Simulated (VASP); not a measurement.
# CoSi (P2_13) in VASP: notebook

Aim: see how the results for CoSi move with the level of theory and the settings. Levels: r2SCAN, LDA. Tasks: relaxation of cell and atoms.

All numbers are computed with VASP 6.6.1; they aren't measurements. Logs are shortened: lines on timing, memory, paths and dates and some standing lists are left out, and cuts for length are marked.

**1. The structure**

The structure is cubic, space group P2_13 (No. 198). Conventional cell: a = 4.438 Å, b = 4.438 Å, c = 4.438 Å, α = 90.00°, β = 90.00°, γ = 90.00°. Around Co (site symmetry 3) lie 7 Si at 2.28 to 2.47 Å. Si (site symmetry 3) is surrounded by 7 Co at 2.28 to 2.47 Å.

**2. Relaxation of cell and atoms, r2SCAN**

Contents of INCAR:

```
PREC     = Accurate       # precision mode
ENCUT    = 600            # plane-wave cutoff, eV
EDIFF    = 1E-6           # SCF threshold, eV
ISMEAR   = 1              # smearing method
SIGMA    = 0.1            # smearing width, eV
LREAL    = F              # projectors in reciprocal space
LASPH    = T              # aspherical terms in the spheres
NELM     = 80             # most SCF steps
ALGO     = Normal         # electronic algorithm
ISIF     = 3              # what is computed and relaxed
LWAVE    = F              # write WAVECAR
LCHARG   = F              # write CHGCAR
METAGGA  = R2SCAN         # meta-GGA
LMIXTAU  = T            
IBRION   = 2              # ionic algorithm
NSW      = 90             # ionic steps
EDIFFG   = -0.01          # ionic threshold
KPAR     = 4
```

Contents of KPOINTS:

```
Automatic mesh
0
Gamma
  8 8 8
```

Contents of POSCAR:

```
CoSi
1.0
    4.4380000000      0.0000000000      0.0000000000
    0.0000000000      4.4380000000      0.0000000000
    0.0000000000      0.0000000000      4.4380000000
Co Si
4 4
Direct
    0.1400000000      0.1400000000      0.1400000000
    0.3600000000      0.8600000000      0.6400000000
    0.6400000000      0.3600000000      0.8600000000
    0.8600000000      0.6400000000      0.3600000000
    0.8430000000      0.8430000000      0.8430000000
    0.6570000000      0.1570000000      0.3430000000
    0.3430000000      0.6570000000      0.1570000000
    0.1570000000      0.3430000000      0.6570000000
```

Potentials or basis: VASP PAW PBE potentials, release 64 (Co, Si).

The run is started by

```sh
$ cat potpaw_PBE.64/Co/POTCAR potpaw_PBE.64/Si/POTCAR > POTCAR
$ mpirun -np 4 vasp_std > vasp.out
```

OUTCAR:

```text
PREC = Accurate
   ENCUT = 600
   EDIFF = 1E-6
   ISMEAR = 1
   LREAL = F
   LASPH = T
   NELM = 80
   ISIF = 3
   METAGGA = R2SCAN
   IBRION = 2
   NSW = 90
   EDIFFG = -0.01

 ion  position               nearest neighbor table
   1  0.140  0.140  0.140-   5 2.28   6 2.33   7 2.33   8 2.33   7 2.47   8 2.47   6 2.47   2 2.72
                             4 2.72   2 2.72   4 2.72   3 2.72   3 2.72
   2  0.360  0.860  0.640-   6 2.28   5 2.33   7 2.33   8 2.33   7 2.47   8 2.47   5 2.47   1 2.72
                             3 2.72   1 2.72   3 2.72   4 2.72   4 2.72
   3  0.640  0.360  0.860-   7 2.28   6 2.33   5 2.33   8 2.33   8 2.47   6 2.47   5 2.47   4 2.72
                             2 2.72   2 2.72   4 2.72   1 2.72   1 2.72
   4  0.860  0.640  0.360-   8 2.28   6 2.33   7 2.33   5 2.33   6 2.47   5 2.47   7 2.47   3 2.72
                             1 2.72   1 2.72   3 2.72   2 2.72   2 2.72
   5  0.843  0.843  0.843-   1 2.28   2 2.33   3 2.33   4 2.33   3 2.47   4 2.47   2 2.47   6 2.75
                             7 2.75   8 2.75   6 2.75   8 2.75   7 2.75
   6  0.657  0.157  0.343-   2 2.28   1 2.33   3 2.33   4 2.33   3 2.47   4 2.47   1 2.47   8 2.75
                             5 2.75   5 2.75   7 2.75   7 2.75   8 2.75
   7  0.343  0.657  0.157-   3 2.28   2 2.33   1 2.33   4 2.33   4 2.47   2 2.47   1 2.47   8 2.75
                             5 2.75   8 2.75   6 2.75   6 2.75   5 2.75
   8  0.157  0.343  0.657-   4 2.28   2 2.33   3 2.33   1 2.33   2 2.47   1 2.47   3 2.47   7 2.75
                             5 2.75   7 2.75   5 2.75   6 2.75   6 2.75

  LATTYP: Found a simple cubic cell.
 ALAT       =     4.4380000000

  Lattice vectors:

 A1 = (   4.4380000000,   0.0000000000,   0.0000000000)
 A2 = (   0.0000000000,   4.4380000000,   0.0000000000)
 A3 = (   0.0000000000,   0.0000000000,   4.4380000000)

Analysis of symmetry for initial positions (statically):
=====================================================================
 Subroutine PRICEL returns:
 Original cell was already a primitive cell.

 Routine SETGRP: Setting up the symmetry group for a
 simple cubic supercell.

 Subroutine GETGRP returns: Found 12 space group operations
 (whereof  3 operations were pure point group operations)
 out of a pool of 48 trial point group operations.

The static configuration has the point symmetry C_3 .
 The point group associated with its full space group is T   .

Analysis of symmetry for dynamics (positions and initial velocities):
=====================================================================
 Subroutine PRICEL returns:
 Original cell was already a primitive cell.

 Routine SETGRP: Setting up the symmetry group for a
 simple cubic supercell.

 Subroutine GETGRP returns: Found 12 space group operations
 (whereof  3 operations were pure point group operations)
 out of a pool of 48 trial point group operations.

The dynamic configuration has the point symmetry C_3 .
 The point group associated with its full space group is T   .

 Subroutine INISYM returns: Found 12 space group operations
 (whereof  3 operations are pure point group operations),
 and found     1 'primitive' translations

----------------------------------------------------------------------------------------

                                     Primitive cell

  volume of cell :      87.4102

  direct lattice vectors                    reciprocal lattice vectors
     4.438000000  0.000000000  0.000000000     0.225326724  0.000000000  0.000000000
     0.000000000  4.438000000  0.000000000     0.000000000  0.225326724  0.000000000
     0.000000000  0.000000000  4.438000000     0.000000000  0.000000000  0.225326724

  length of vectors
     4.438000000  4.438000000  4.438000000     0.225326724  0.225326724  0.225326724

  position of ions in fractional coordinates (direct lattice)
     0.140000000  0.140000000  0.140000000
     0.360000000  0.860000000  0.640000000
     0.640000000  0.360000000  0.860000000
     0.860000000  0.640000000  0.360000000
     0.843000000  0.843000000  0.843000000
     0.657000000  0.157000000  0.343000000
     0.343000000  0.657000000  0.157000000
     0.157000000  0.343000000  0.657000000

  ion indices of the primitive-cell ions
   primitive index   ion index
                 1           1
                 2           2
                 3           3
[... 31 lines left out ...]

 Following reciprocal coordinates:
            Coordinates               Weight
  0.000000  0.000000  0.000000      1.000000
  0.125000  0.000000  0.000000      6.000000
  0.250000  0.000000  0.000000      6.000000
  0.375000  0.000000  0.000000      6.000000
  0.500000  0.000000  0.000000      3.000000
  0.125000  0.125000  0.000000     12.000000
[... 16 lines left out ...]
  0.250000  0.125000  0.125000     24.000000
  0.375000  0.125000  0.125000     24.000000
 [... further k-points ...]
   k-points           NKPTS =     45   k-points in BZ     NKDIM =     45   number of bands    NBANDS=     31
   number of dos      NEDOS =    301   number of ions     NIONS =      8
   total plane-waves  NPLWV =  46656
   dimension x,y,z NGX =    36 NGY =   36 NGZ =   36
   dimension x,y,z NGXF=    72 NGYF=   72 NGZF=   72
   ions per type =               4   4
   NGX,Y,Z   is equivalent  to a cutoff of  13.49, 13.49, 13.49 a.u.
   NGXF,Y,Z  is equivalent  to a cutoff of  26.97, 26.97, 26.97 a.u.
 SYSTEM =  unknown system
   PREC   = accura    normal or accurate (medium, high low for compatibility)
   ISTART =      0    job   : 0-new  1-cont  2-samecut
   ICHARG =      2    charge: 1-file 2-atom 10-const
   ISPIN  =      1    spin polarized calculation?
   LNONCOLLINEAR =      F non collinear calculations
   LSORBIT =      F    spin-orbit coupling
   LASPH  =      T    aspherical Exc in radial PAW
   ENCUT  =  600.0 eV  44.10 Ry    6.64 a.u.   8.86  8.86  8.86*2*pi/ulx,y,z
   NELM   =     80;   NELMIN=  2; NELMDL= -5     # of ELM steps
   EDIFF  = 0.1E-05   stopping-criterion for ELM
   LREAL  =      F    real-space projection
   EDIFFG = -.1E-01   stopping-criterion for IOM
   NSW    =     90    number of steps for IOM
   IBRION =      2    ionic relax: 0-MD 1-quasi-New 2-CG
   NFREE  =      1    steps in history (QN), initial steepest desc. (CG)
   ISIF   =      3    stress and relaxation
   ISYM   =      2    0-nonsym 1-usesym 2-fastsym
   POTIM  = 0.5000    time-step for ionic-motion
   TEBEG  =    0.0;   TEEND  =   0.0 temperature during run
   PSTRESS=    0.0 pullay stress
   NELECT =      52.0000    total number of electrons
   NUPDOWN=      -1.0000    fix difference up-down
   EMIN   =  10.00;   EMAX   =-10.00  energy-range for DOS
   EFERMI =   0.00;   METHOD = LEGACY
   ISMEAR =     1;   SIGMA  =   0.10  broadening in eV -4-tet -1-fermi 0-gaus
   EFERMI_NEDOS =   21; number of points for ismear=-14 and -15
   IALGO  =     38    algorithm
   IMIX   =      4    mixing-type and parameters
     AMIX     =   0.40;   BMIX     =  1.00
     AMIX_MAG =   1.60;   BMIX_MAG =  1.00
  volume/ion in A,a.u.               =      10.93        73.73
  Fermi-wavevector in a.u.,A,eV,Ry     =   1.376856  2.601881 25.793021  1.895734
  Thomas-Fermi vector in A             =   2.502063
   LORBIT       =      0    0 simple, 1 ext, 2 COOP (PROOUT), +10 PAW based schemes
   METAGGA = R2SCAN    functional components
   LHFCALC =     F    Hartree Fock is set to
   AEXX    =    0.0000 exact exchange contribution
   IVDW    =     0    specifies the selected vdW correction
   LEPSILON=     F    determine dielectric tensor
   LRPA    =     F    only Hartree local field effects (RPA)
 conjugate gradient relaxation of ions
 non-spin polarized calculation
 Methfessel and Paxton  Order N= 1 SIGMA  =   0.10
  energy-cutoff  :      600.00
  volume of cell :       87.41
 maximum number of plane-waves:      2968
   NGX = 17   NGY = 17   NGZ = 17

--------------------------------------- Ionic step        1  -------------------------------------------

 number of electron      51.9999992 magnetization

 Free energy of the ion-electron system (eV)
  ---------------------------------------------------
  ext. energy  EPLUGINS =         0.00000000
  ---------------------------------------------------
  free energy    TOTEN  =       -91.86317716 eV

  energy without entropy =      -91.86634926  energy(sigma->0) =      -91.86423453

------------------------ aborting loop because EDIFF is reached ----------------------------------------

  FORCE on cell =-STRESS in cart. coord.  units (eV):
  Direction    XX          YY          ZZ          XY          YZ          ZX
  --------------------------------------------------------------------------------------
  -------------------------------------------------------------------------------------
  Total       -4.1688419     -4.1688419     -4.1688419      0.0000000     -0.0000000      0.0000000
  in kB      -76.4124485    -76.4124485    -76.4124485      0.0000000     -0.0000000      0.0000000
  external PRESSURE =     -76.4124485 kB  Pullay stress =       0.0000000 kB
[... 107 lines left out ...]
  FREE ENERGIE OF THE ION-ELECTRON SYSTEM (eV)
  ---------------------------------------------------
  free  energy   TOTEN  =       -91.9396880296 eV

  energy  without entropy=      -91.9423576278  energy(sigma->0) =      -91.94057790

[... ionic steps 4 to 11 ...]

--------------------------------------- Ionic step       12  -------------------------------------------

 number of electron      51.9999986 magnetization

------------------------ aborting loop because EDIFF is reached ----------------------------------------
[... 79 lines left out ...]
--------------------------------------- Ionic step       14  -------------------------------------------

 number of electron      51.9999986 magnetization

 Free energy of the ion-electron system (eV)
  ---------------------------------------------------
  ext. energy  EPLUGINS =         0.00000000
  ---------------------------------------------------
  free energy    TOTEN  =       -91.96638204 eV

  energy without entropy =      -91.96868016  energy(sigma->0) =      -91.96714808

 E-fermi :  12.5230     XC(G=0): -14.0898

 val. band max:       12.5138582164   @ k =   0.1250   0.1250   0.1250
 cond. band min:      12.5253852196   @ k =   0.0000   0.0000   0.0000
 fundamental gap:      0.0115270032
 Fermi energy:        12.5229586046

 k-point     1 :       0.0000    0.0000    0.0000
  band No.  band energies     occupation
      1      -2.1783      2.00000
      2       3.7651      2.00000
      3       3.7651      2.00000
      4       3.7651      2.00000
      5       6.5492      2.00000
      6       6.5492      2.00000
[... 805 lines left out ...]
     30      14.7451      0.00000
     31      15.6749      0.00000

 [... further k-points ...]

------------------------ aborting loop because EDIFF is reached ----------------------------------------

  FORCE on cell =-STRESS in cart. coord.  units (eV):
  Direction    XX          YY          ZZ          XY          YZ          ZX
  --------------------------------------------------------------------------------------
  -------------------------------------------------------------------------------------
  Total        0.0145213      0.0145213      0.0145213     -0.0000000      0.0000000      0.0000000
  in kB        0.2763008      0.2763008      0.2763008     -0.0000000      0.0000000      0.0000000
  external PRESSURE =       0.2763008 kB  Pullay stress =       0.0000000 kB
[... 23 lines left out ...]
  FREE ENERGIE OF THE ION-ELECTRON SYSTEM (eV)
  ---------------------------------------------------
  free  energy   TOTEN  =       -91.9663820381 eV

  energy  without entropy=      -91.9686801563  energy(sigma->0) =      -91.96714808

 reached required accuracy - stopping structural energy minimisation
```

It took 11 min on 4 MPI ranks of AMD EPYC 9R45 (Zen 5), shared host; peak memory 0.29 GiB.

Results:

```
Free energy                            : -91.9664 eV
Relaxed volume                         : 10.53 Å³/atom
Relaxed cell                           : a = 4.383 Å, b = 4.383 Å, c = 4.383 Å, α = 90.00°, β = 90.00°, γ = 90.00°
Space group after relaxing (to 0.05 Å) : P2_13 (No. 198)
Energy gained by relaxing              : 12.9 meV/atom
Ionic steps                            : 14
Pressure after relaxing                : 0.0 GPa
Largest force after relaxing           : 0.006 eV/Å
Band gap on the k mesh                 : none (metal or under the smearing width)
```

Forces in eV/Å, atoms in the order of the input:
```
Co  -0.003 -0.003 -0.003
Co   0.003  0.003 -0.003
Co  -0.003  0.003  0.003
Co   0.003 -0.003  0.003
Si   0.003  0.003  0.003
Si  -0.003 -0.003  0.003
Si   0.003 -0.003 -0.003
Si  -0.003  0.003 -0.003
```

The path:
| step | energy change (eV) | largest force (eV/Å) | pressure (GPa) | volume (Å³) |
| --- | --- | --- | --- | --- |
| 1 | 0.0000 | 0.2416 | -7.64 | 87.41 |
| 2 | 0.0383 | 0.4410 | 11.67 | 80.98 |
| 3 | -0.0765 | 0.3356 | 0.28 | 84.44 |
| 4 | -0.0929 | 0.2107 | 0.21 | 84.32 |
| 5 | -0.1026 | 0.0395 | 0.25 | 84.11 |
| 6 | -0.1030 | 0.0334 | 0.23 | 84.14 |
| 7 | -0.1030 | 0.0331 | 0.28 | 84.13 |
| 8 | -0.1029 | 0.0144 | -0.24 | 84.39 |
| 9 | -0.1031 | 0.0117 | -0.39 | 84.30 |
| 10 | -0.1031 | 0.0210 | -0.15 | 84.23 |
| 11 | -0.1031 | 0.0225 | -0.06 | 84.22 |
| 12 | -0.1031 | 0.0218 | 0.00 | 84.22 |
| 13 | -0.1031 | 0.0213 | -0.02 | 84.23 |
| 14 | -0.1032 | 0.0060 | 0.03 | 84.20 |

Final structure:
```
Co Si
1.0
     4.38307    0.00000    0.00000
     0.00000    4.38307    0.00000
     0.00000    0.00000    4.38307
Co Si
4 4
Direct
  0.14582 0.14582 0.14582
  0.35418 0.85418 0.64582
  0.64582 0.35418 0.85418
  0.85418 0.64582 0.35418
  0.84360 0.84360 0.84360
  0.65640 0.15640 0.34360
  0.34360 0.65640 0.15640
  0.15640 0.34360 0.65640
```

Caveat: the PAW data sets were made with another functional, which shifts forces and pressure a little. Spin polarisation is off, so any magnetic state and its effect on volume and gap are missing.

**3. Relaxation of cell and atoms, r2SCAN**

This run uses another cell than the first one, of 10.53 Å³/atom, 0.963 times its volume.

Changes to INCAR since step 2:

```diff
@@ -2,3 +2,3 @@
 ENCUT    = 600            # plane-wave cutoff, eV
-EDIFF    = 1E-6           # SCF threshold, eV
+EDIFF    = 1E-7           # SCF threshold, eV
 ISMEAR   = 1              # smearing method
@@ -16,3 +16,3 @@
 NSW      = 90             # ionic steps
-EDIFFG   = -0.01          # ionic threshold
+EDIFFG   = -0.005         # ionic threshold
 KPAR     = 4
```

KPOINTS is that of step 2.

Contents of POSCAR:

```
CoSi                                    
1.0
    4.3830699791      0.0000000000      0.0000000000
    0.0000000000      4.3830699791      0.0000000000
   -0.0000000000     -0.0000000000      4.3830699791
  Co              Si            
     4     4
Direct
     0.1458241085062190    0.1458241085062190    0.1458241085062190
     0.3541758914937811    0.8541758914937809    0.6458241085062191
     0.6458241085062191    0.3541758914937811    0.8541758914937809
     0.8541758914937809    0.6458241085062191    0.3541758914937811
     0.8435988339555898    0.8435988339555898    0.8435988339555898
     0.6564011660444102    0.1564011660444102    0.3435988339555898
     0.3435988339555898    0.6564011660444102    0.1564011660444102
     0.1564011660444102    0.3435988339555898    0.6564011660444102
```

Potentials or basis: VASP PAW PBE potentials, release 64 (Co, Si).

The run is started by

```sh
$ cat potpaw_PBE.64/Co/POTCAR potpaw_PBE.64/Si/POTCAR > POTCAR
$ mpirun -np 4 vasp_std > vasp.out
```

Wall time 2.4 min (4 MPI ranks of AMD EPYC 9R45 (Zen 5), shared host); peak memory 0.28 GiB.

It converged, with:

- Free energy: -91.9646 eV
- Relaxed volume: 10.53 Å³/atom
- Relaxed cell: a = 4.383 Å, b = 4.383 Å, c = 4.383 Å, α = 90.00°, β = 90.00°, γ = 90.00°
- Space group after relaxing (to 0.05 Å): P2_13 (No. 198)
- Energy gained by relaxing: 0.0 meV/atom
- Ionic steps: 2
- Pressure after relaxing: 0.0 GPa
- Band gap on the k mesh: none (metal or under the smearing width)

Forces in eV/Å, atoms in the order of the input:
```
Co  -0.002 -0.002 -0.002
Co   0.002  0.002 -0.002
Co  -0.002  0.002  0.002
Co   0.002 -0.002  0.002
Si   0.001  0.001  0.001
Si  -0.001 -0.001  0.001
Si   0.001 -0.001 -0.001
Si  -0.001  0.001 -0.001
```

Final structure:
```
Co Si
1.0
     4.38342    0.00000    0.00000
     0.00000    4.38342    0.00000
     0.00000    0.00000    4.38342
Co Si
4 4
Direct
  0.14580 0.14580 0.14580
  0.35420 0.85420 0.64580
  0.64580 0.35420 0.85420
  0.85420 0.64580 0.35420
  0.84364 0.84364 0.84364
  0.65636 0.15636 0.34364
  0.34364 0.65636 0.15636
  0.15636 0.34364 0.65636
```

Levels at points of the mesh, in eV from the Fermi level:
```csv
k point,band 24,band 25,band 26,band 27,band 28,band 29
"(0.00, 0.00, 0.00)",-0.87,0.00,0.00,0.00,2.86,2.86
"(0.50, 0.00, 0.00)",-0.71,-0.51,-0.51,1.10,1.10,1.72
"(0.50, 0.50, 0.00)",-1.10,-0.04,-0.04,0.69,0.69,2.29
"(0.50, 0.50, 0.50)",-1.34,-0.20,-0.20,-0.20,-0.20,6.10
```

Caveat: the PAW data sets were made with another functional, which shifts forces and pressure a little.

[end of part 1 of 2]
